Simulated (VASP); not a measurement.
# TiSe2 in VASP: further runs

One slab, TiSe2, is run at these levels: PBE+D3(BJ), HSE06; tasks: band structure.

The COD entry that gives the cell may itself be a prediction, so a difference from it is no test against experiment.

Program: VASP 6.6.1. These are calculated values, not measurements. Logs are shortened: lines on timing, memory, paths and dates and some standing lists are left out, and cuts for length are marked.

### 1 The slab as given

The cell holds a slab with vacuum, 6 atoms: a = 3.481 Å, b = 3.481 Å, c = 27.068 Å, α = 90.00°, β = 90.00°, γ = 120.00°.

### 2 Band structure, PBE+D3(BJ)

File INCAR:

```
PREC = Accurate
ENCUT = 520
EDIFF = 1E-7
ISMEAR = 0
SIGMA = 0.03
LREAL = F
LASPH = T
NELM = 80
ALGO = Fast
ISIF = 2
LWAVE = F
LCHARG = F
LMAXMIX = 4
LDIPOL = T
IDIPOL = 3
DIPOL = 0.5 0.5 0.500
GGA = PE
IVDW = 12
NBANDS = 33
LVHAR = T
LVACPOTAV = T
KPAR = 4
```

File KPOINTS:

```
regular mesh
0
Gamma
  6 6 1
```

File POSCAR:

```
TiSe2                                   
1.0
    3.4811364334      0.0000000000      0.0000000000
   -1.7405682167      3.0147525875      0.0000000000
    0.0000000000      0.0000000000     27.0684416000
  Se              Ti            
     4     2
Direct
     0.6666666699999979    0.3333333300000021    0.3327489368118250
     0.3333333300000021    0.6666666699999979    0.4481912166227389
     0.6666666699999979    0.3333333300000021    0.5518087833772611
     0.3333333300000021    0.6666666699999979    0.6672510631881750
     0.0000000000000000    0.0000000000000000    0.3908286424951157
     0.0000000000000000    0.0000000000000000    0.6091713575048843
```

File KPOINTS_OPT:

```
explicit points
3
Reciprocal
 0.0000000000  0.0000000000  0.0000000000 1
 0.5000000000  0.0000000000  0.0000000000 1
 0.3333333300  0.3333333300  0.0000000000 1
```

Potentials or basis: VASP PAW PBE potentials, release 64 (Se, Ti_sv).

Command:

```bash
$ cat potpaw_PBE.64/Se/POTCAR potpaw_PBE.64/Ti_sv/POTCAR > POTCAR
$ mpirun -np 4 vasp_std > vasp.out
```

OUTCAR:

```text
PREC = Accurate
   ENCUT = 520
   EDIFF = 1E-7
   ISMEAR = 0
   LREAL = F
   LASPH = T
   NELM = 80
   ISIF = 2
   GGA = PE
   IVDW = 12
 IVDW          = 12

 ion  position               nearest neighbor table
   1  0.667  0.333  0.333-   5 2.55   5 2.55   5 2.55
   2  0.333  0.667  0.448-   5 2.54   5 2.54   5 2.54
   3  0.667  0.333  0.552-   6 2.54   6 2.54   6 2.54
   4  0.333  0.667  0.667-   6 2.55   6 2.55   6 2.55
   5  0.000  0.000  0.391-   2 2.54   2 2.54   2 2.54   1 2.55   1 2.55   1 2.55
   6  0.000  0.000  0.609-   3 2.54   3 2.54   3 2.54   4 2.55   4 2.55   4 2.55

  LATTYP: Found a hexagonal cell.
 ALAT       =     3.4811364334
 C/A-ratio  =     7.7757485574

  Lattice vectors:

 A1 = (   3.4811364334,   0.0000000000,   0.0000000000)
 A2 = (  -1.7405682167,   3.0147525875,   0.0000000000)
 A3 = (   0.0000000000,   0.0000000000,  27.0684416000)

Analysis of symmetry for initial positions (statically):
=====================================================================
 Subroutine PRICEL returns:
 Original cell was already a primitive cell.

 Routine SETGRP: Setting up the symmetry group for a
 hexagonal supercell.

 Subroutine GETGRP returns: Found 12 space group operations
 (whereof 12 operations were pure point group operations)
 out of a pool of 24 trial point group operations.

The static configuration has the point symmetry D_3d.

Analysis of symmetry for dynamics (positions and initial velocities):
=====================================================================
 Subroutine PRICEL returns:
 Original cell was already a primitive cell.

 Routine SETGRP: Setting up the symmetry group for a
 hexagonal supercell.

 Subroutine GETGRP returns: Found 12 space group operations
 (whereof 12 operations were pure point group operations)
 out of a pool of 24 trial point group operations.

The dynamic configuration has the point symmetry D_3d.

 Subroutine INISYM returns: Found 12 space group operations
 (whereof 12 operations are pure point group operations),
 and found     1 'primitive' translations

----------------------------------------------------------------------------------------

                                     Primitive cell

  volume of cell :     284.0769

  direct lattice vectors                    reciprocal lattice vectors
     3.481136433  0.000000000  0.000000000     0.287262513  0.165851089  0.000000000
    -1.740568217  3.014752587  0.000000000     0.000000000  0.331702178  0.000000000
     0.000000000  0.000000000 27.068441600     0.000000000  0.000000000  0.036943390

  length of vectors
     3.481136433  3.481136435 27.068441600     0.331702178  0.331702178  0.036943390

  position of ions in fractional coordinates (direct lattice)
     0.666666670  0.333333330  0.332748937
     0.333333330  0.666666670  0.448191217
     0.666666670  0.333333330  0.551808783
     0.333333330  0.666666670  0.667251063
     0.000000000  0.000000000  0.390828642
     0.000000000  0.000000000  0.609171358

  ion indices of the primitive-cell ions
   primitive index   ion index
                 1           1
                 2           2
                 3           3
                 4           4
                 5           5
                 6           6

----------------------------------------------------------------------------------------

 KPOINTS: regular mesh

Automatic generation of k-mesh.
 Grid dimensions read from file:
 generate k-points for:    6    6    1

 Generating k-lattice:

  Cartesian coordinates                     Fractional coordinates (reciprocal lattice)
     0.047877086  0.027641848  0.000000000     0.166666667  0.000000000  0.000000000
     0.000000000  0.055283696  0.000000000     0.000000000  0.166666667  0.000000000
     0.000000000  0.000000000  0.036943390     0.000000000  0.000000000  1.000000000

  Length of vectors
     0.055283696  0.055283696  0.036943390

  Shift w.r.t. Gamma in fractional coordinates (k-lattice)
     0.000000000  0.000000000  0.000000000

 Subroutine IBZKPT returns following result:
 ===========================================

 Found      7 irreducible k-points:

 Following reciprocal coordinates:
            Coordinates               Weight
  0.000000  0.000000  0.000000      1.000000
  0.166667  0.000000  0.000000      6.000000
  0.333333  0.000000  0.000000      6.000000
  0.500000  0.000000  0.000000      3.000000
  0.166667  0.166667  0.000000      6.000000
  0.333333  0.166667  0.000000     12.000000
  0.333333  0.333333  0.000000      2.000000
   k-points           NKPTS =      7   k-points in BZ     NKDIM =      7   number of bands    NBANDS=     33
   number of dos      NEDOS =    301   number of ions     NIONS =      6
   total plane-waves  NPLWV = 164640
   dimension x,y,z NGX =    28 NGY =   28 NGZ =  210
   dimension x,y,z NGXF=    56 NGYF=   56 NGZF=  420
   ions per type =               4   2
   NGX,Y,Z   is equivalent  to a cutoff of  13.37, 13.37, 12.90 a.u.
   NGXF,Y,Z  is equivalent  to a cutoff of  26.74, 26.74, 25.80 a.u.
 SYSTEM =  unknown system
   PREC   = accura    normal or accurate (medium, high low for compatibility)
   ISTART =      0    job   : 0-new  1-cont  2-samecut
   ICHARG =      2    charge: 1-file 2-atom 10-const
   ISPIN  =      1    spin polarized calculation?
   LNONCOLLINEAR =      F non collinear calculations
   LSORBIT =      F    spin-orbit coupling
   LASPH  =      T    aspherical Exc in radial PAW
   ENCUT  =  520.0 eV  38.22 Ry    6.18 a.u.   6.47  6.47 50.33*2*pi/ulx,y,z
   NELM   =     80;   NELMIN=  2; NELMDL= -5     # of ELM steps
   EDIFF  = 0.1E-06   stopping-criterion for ELM
   LREAL  =      F    real-space projection
   EDIFFG = 0.1E-05   stopping-criterion for IOM
   NSW    =      0    number of steps for IOM
   IBRION =     -1    ionic relax: 0-MD 1-quasi-New 2-CG
   NFREE  =      0    steps in history (QN), initial steepest desc. (CG)
   ISIF   =      2    stress and relaxation
   ISYM   =      2    0-nonsym 1-usesym 2-fastsym
   POTIM  = 0.5000    time-step for ionic-motion
   TEBEG  =    0.0;   TEEND  =   0.0 temperature during run
   PSTRESS=    0.0 pullay stress
   NELECT =      48.0000    total number of electrons
   NUPDOWN=      -1.0000    fix difference up-down
   EMIN   =  10.00;   EMAX   =-10.00  energy-range for DOS
   EFERMI =   0.00;   METHOD = LEGACY
   ISMEAR =     0;   SIGMA  =   0.03  broadening in eV -4-tet -1-fermi 0-gaus
   EFERMI_NEDOS =   21; number of points for ismear=-14 and -15
   IALGO  =     68    algorithm
   IMIX   =      4    mixing-type and parameters
     AMIX     =   0.40;   BMIX     =  1.00
     AMIX_MAG =   1.60;   BMIX_MAG =  1.00
  volume/ion in A,a.u.               =      47.35       319.51
  Fermi-wavevector in a.u.,A,eV,Ry     =   0.905058  1.710312 11.144949  0.819131
  Thomas-Fermi vector in A             =   2.028580
   LORBIT       =      0    0 simple, 1 ext, 2 COOP (PROOUT), +10 PAW based schemes
   GGA     = PE    functional components
   LHFCALC =     F    Hartree Fock is set to
   AEXX    =    0.0000 exact exchange contribution
   IVDW    =    12    specifies the selected vdW correction
   LEPSILON=     F    determine dielectric tensor
   LRPA    =     F    only Hartree local field effects (RPA)
 non-spin polarized calculation
 RMM-DIIS sequential band-by-band and
 Gauss-broadening in eV      SIGMA  =   0.03
  energy-cutoff  :      520.00
  volume of cell :      284.08
 maximum number of plane-waves:      7699
 NGX is ok and might be reduce to    28
   NGX = 13   NGY = 13   NGZ =101

 number of electron      48.0000011 magnetization

 dipolmoment           0.000000      0.000000      0.000000 electrons x Angstroem

 Free energy of the ion-electron system (eV)
  ---------------------------------------------------
  ext. energy  EPLUGINS =         0.00000000
  ---------------------------------------------------
  free energy    TOTEN  =       -36.30243050 eV

  energy without entropy =      -36.30061439  energy(sigma->0) =      -36.30152245

 E-fermi :  -0.7082     XC(G=0):  -4.9070

 val. band max:       -0.8505614039   @ k =   0.5000   0.0000   0.0000
 cond. band min:      -0.6926458334   @ k =   0.5000   0.0000   0.0000
 fundamental gap:      0.1579155705
 Fermi energy:        -0.7081868613

 k-point     1 :       0.0000    0.0000    0.0000
  band No.  band energies     occupation
      1     -58.2453      2.00000
      2     -58.2453      2.00000
      3     -34.4810      2.00000
      4     -34.4809      2.00000
      5     -34.4554      2.00000
      6     -34.4554      2.00000
[... 25 lines left out ...]
     32       2.7676      0.00000
     33       2.9630      0.00000

 k-point     2 :       0.1667    0.0000    0.0000
  band No.  band energies     occupation
      1     -58.2430      2.00000
      2     -58.2430      2.00000
      3     -34.4814      2.00000
      4     -34.4814      2.00000
      5     -34.4752      2.00000
      6     -34.4751      2.00000
[... 25 lines left out ...]
     32       2.1724      0.00000
     33       2.5771      0.00000

 k-point     3 :       0.3333    0.0000    0.0000
  band No.  band energies     occupation
      1     -58.2384      2.00000
      2     -58.2384      2.00000
      3     -34.5325      2.00000
      4     -34.5325      2.00000
      5     -34.4729      2.00000
      6     -34.4729      2.00000
[... 25 lines left out ...]
     32       2.5222      0.00000
     33       2.8040      0.00000

 k-point     4 :       0.5000    0.0000    0.0000
  band No.  band energies     occupation
      1     -58.2361      2.00000
      2     -58.2361      2.00000
      3     -34.5579      2.00000
      4     -34.5579      2.00000
      5     -34.4788      2.00000
      6     -34.4788      2.00000
[... 25 lines left out ...]
     32       2.8114      0.00000
     33       4.5546      0.00000

 k-point     5 :       0.1667    0.1667    0.0000
  band No.  band energies     occupation
      1     -58.2395      2.00000
      2     -58.2395      2.00000
      3     -34.5148      2.00000
      4     -34.5147      2.00000
      5     -34.4754      2.00000
      6     -34.4754      2.00000
[... 25 lines left out ...]
     32       1.9798      0.00000
     33       2.2876      0.00000

 k-point     6 :       0.3333    0.1667    0.0000
  band No.  band energies     occupation
      1     -58.2361      2.00000
      2     -58.2361      2.00000
      3     -34.5445      2.00000
      4     -34.5445      2.00000
      5     -34.4922      2.00000
      6     -34.4922      2.00000
[... 25 lines left out ...]
     32       2.1098      0.00000
     33       2.8571      0.00000

 k-point     7 :       0.3333    0.3333    0.0000
  band No.  band energies     occupation
      1     -58.2349      2.00000
      2     -58.2349      2.00000
      3     -34.5265      2.00000
      4     -34.5265      2.00000
      5     -34.5259      2.00000
      6     -34.5259      2.00000
[... 25 lines left out ...]
     32       2.1042      0.00000
     33       2.5847      0.00000

------------------------ aborting loop because EDIFF is reached ----------------------------------------

 Edisp (eV)   -2.24386

 E8    (eV) :    -1.0053

  FORCE on cell =-STRESS in cart. coord.  units (eV):
  Direction    XX          YY          ZZ          XY          YZ          ZX
  --------------------------------------------------------------------------------------
  -------------------------------------------------------------------------------------
  Total      -0.02801    -0.02801     0.00971     0.00000    -0.00000    -0.00000
  in kB      -0.15796    -0.15796     0.05474     0.00000    -0.00000    -0.00000
  external pressure =       -0.09 kB  Pullay stress =        0.00 kB

 VOLUME and BASIS-vectors are now :
 -----------------------------------------------------------------------------
  energy-cutoff  :      520.00
  volume of cell :      284.08
      direct lattice vectors                 reciprocal lattice vectors
     3.481136433  0.000000000  0.000000000     0.287262513  0.165851089  0.000000000
    -1.740568217  3.014752587  0.000000000     0.000000000  0.331702178  0.000000000
     0.000000000  0.000000000 27.068441600     0.000000000  0.000000000  0.036943390

 POSITION                                       TOTAL-FORCE (eV/Angst)
 -----------------------------------------------------------------------------------
      1.74057      1.00492      9.00700         0.000000     -0.000000     -0.003967
     -0.00000      2.00984     12.13184         0.000000     -0.000000     -0.019798
      1.74057      1.00492     14.93660        -0.000000      0.000000      0.019798
     -0.00000      2.00984     18.06145        -0.000000      0.000000      0.003967
      0.00000      0.00000     10.57912        -0.000000      0.000000      0.007190
      0.00000      0.00000     16.48932        -0.000000      0.000000     -0.007190
 -----------------------------------------------------------------------------------
    total drift:                                0.000000      0.000000      0.000000

  FREE ENERGIE OF THE ION-ELECTRON SYSTEM (eV)
  ---------------------------------------------------
  free  energy   TOTEN  =       -38.5462941826 eV

  energy  without entropy=      -38.5444780783  energy(sigma->0) =      -38.54538613

 vacuum level on the upper side and lower side of the slab         4.619         4.619
```

It took 95 s on 4 MPI ranks of Intel Xeon Platinum 8488C (Sapphire Rapids), shared host; peak memory 0.41 GiB.

Results:

```yaml
Free_energy: -38.5463 eV
Largest_force: 0.020 eV/Å
Band_gap_along_the_path: none (metal or under the smearing width)
Dispersion_energy_per_atom: -0.374 eV
Work_function_of_the_upper_face: 5.33 eV
Work_function_of_the_lower_face: 5.33 eV
```

Forces in eV/Å, atoms in the order of the input:
```
Se   0.000  0.000 -0.004
Se   0.000  0.000 -0.020
Se   0.000  0.000  0.020
Se   0.000  0.000  0.004
Ti   0.000  0.000  0.007
Ti   0.000  0.000 -0.007
```

Levels at points of the mesh, in eV from the Fermi level:
```csv
k point,band 20,band 21,band 22,band 23,band 24,band 25,band 26,band 27,band 28,band 29
"(0.00, 0.00, 0.00)",-0.70,0.49,0.49,0.52,0.52,0.53,0.53,0.64,0.64,0.69
"(0.50, 0.00, 0.00)",-2.27,-2.24,-1.54,-1.13,-0.89,-0.14,0.02,1.49,1.49,1.88
```

### 3 Band structure, HSE06

POSCAR is that of step 2.

File INCAR.step1:

```
PREC = Accurate
ENCUT = 520
EDIFF = 1E-5
ISMEAR = 0
SIGMA = 0.03
LREAL = F
LASPH = T
NELM = 80
ALGO = Normal
ISIF = 2
LWAVE = T
LCHARG = F
LMAXMIX = 4
LDIPOL = T
IDIPOL = 3
DIPOL = 0.5 0.5 0.500
NBANDS = 33
LVHAR = T
LVACPOTAV = T
KPAR = 4
GGA = PE
```

File INCAR.step2:

```
PREC = Accurate
ENCUT = 520
EDIFF = 1E-7
ISMEAR = 0
SIGMA = 0.03
LREAL = F
LASPH = T
NELM = 80
ALGO = Normal
ISIF = 2
LWAVE = F
LCHARG = F
LMAXMIX = 4
LDIPOL = T
IDIPOL = 3
DIPOL = 0.5 0.5 0.500
GGA = PE
LHFCALC = T
HFSCREEN = 0.2
PRECFOCK = Fast
NBANDS = 33
LVHAR = T
LVACPOTAV = T
KPAR = 4
ISTART = 1
```

KPOINTS is that of step 2.

KPOINTS_OPT is that of step 2.

Potentials or basis: VASP PAW PBE potentials, release 64 (Se, Ti_sv).

Command:

```bash
$ cat potpaw_PBE.64/Se/POTCAR potpaw_PBE.64/Ti_sv/POTCAR > POTCAR
$ cp INCAR.step1 INCAR
$ mpirun -np 4 vasp_std > vasp.out
$ cp INCAR.step2 INCAR
$ mpirun -np 4 vasp_std > vasp.out
```

Wall time 23 min (4 MPI ranks of Intel Xeon Platinum 8488C (Sapphire Rapids), shared host); peak memory 0.71 GiB.

The run converged. Its results:

* Free energy: -44.3796 eV
* Largest force: 0.438 eV/Å
* Band gap along the path: none (metal or under the smearing width)
* Work function of the upper face: 5.18 eV
* Work function of the lower face: 5.18 eV

Forces on the atoms (eV/Å):
```
Se   0.000  0.000  0.273
Se   0.000  0.000 -0.438
Se   0.000  0.000  0.438
Se   0.000  0.000 -0.273
Ti   0.000  0.000 -0.115
Ti   0.000  0.000  0.115
```

Levels at points of the mesh, in eV from the Fermi level:
```tsv
k point	band 22	band 23	band 24	band 25	band 26	band 27
(0.00, 0.00, 0.00)	0.03	0.19	0.19	0.63	0.63	0.64
(0.50, 0.00, 0.00)	-2.37	-1.91	-1.65	-0.15	0.01	1.85
```

Caveat: the PAW data sets were made with another functional, which shifts forces and pressure a little.
